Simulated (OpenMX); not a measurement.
Runs of OpenMX 3.8.5 on CdS (Greenockite). It takes space group P6_3mc (No. 186, hexagonal). The conventional cell has a = 4.150 Å, b = 4.150 Å, c = 6.737 Å, α = 90.00°, β = 90.00°, γ = 120.00°. Around Cd (site symmetry 3m) lie 4 S at 2.53 to 2.54 Å. Around S (site symmetry 3m) lie 4 Cd at 2.53 to 2.54 Å. 

| task | potentials or basis | grid points, held for all volumes | max SCF cycles | gap on the mesh (eV) | pressure (GPa) | V0 of scaled cells (Å³/atom) | B0 (GPa) | largest force (eV/Å) |
| --- | --- | --- | --- | --- | --- | --- | --- | --- |
| equation of state | OpenMX 2013 PBE set, Cd7.0-s3p2d2, S7.0-s2p2d1f1, fixed grid of 48 × 48 × 90 points | 48 × 48 × 90 | - | - | - | (b) | 52 | - |
| equation of state | OpenMX 2013 PBE set, Cd7.0-s3p2d1, S7.0-s2p2d1, fixed grid of 48 × 48 × 90 points | 48 × 48 × 90 | - | - | - | 26.07 | 57 | - |
| band structure | OpenMX 2013 PBE set, Cd7.0-s3p2d1, S7.0-s2p2d1, grid cutoff 500 Ry | - | 100 | (a) | 2.3 | - | - | 0.08 |
| single point | OpenMX 2013 PBE set, Cd7.0-s3p2d2, S7.0-s2p2d1f1, grid cutoff 500 Ry | - | 100 | 1.35 | 2.7 | - | - | 0.08 |

Alike in all rows: level PBE; no spin polarisation; cell as given; k mesh 7 × 7 × 5; smearing fermi-dirac 0.05 eV.

**Question.** Fill in the values left out.

**Answer.** (a) 1.28; (b) 26.32.

Caveats: the basis of atomic orbitals isn't converged, which shifts pressures, moduli and gaps; volumes in these bases differ from converged ones by about 1 %, for some elements by several (some runs); the cell was scaled at fixed shape and fractional positions, which overstates the stiffness of a crystal with free parameters, most of all of layers and chains (some runs).

A k mesh can miss the band edges, and the runs leave out spin-orbit coupling on Cd.
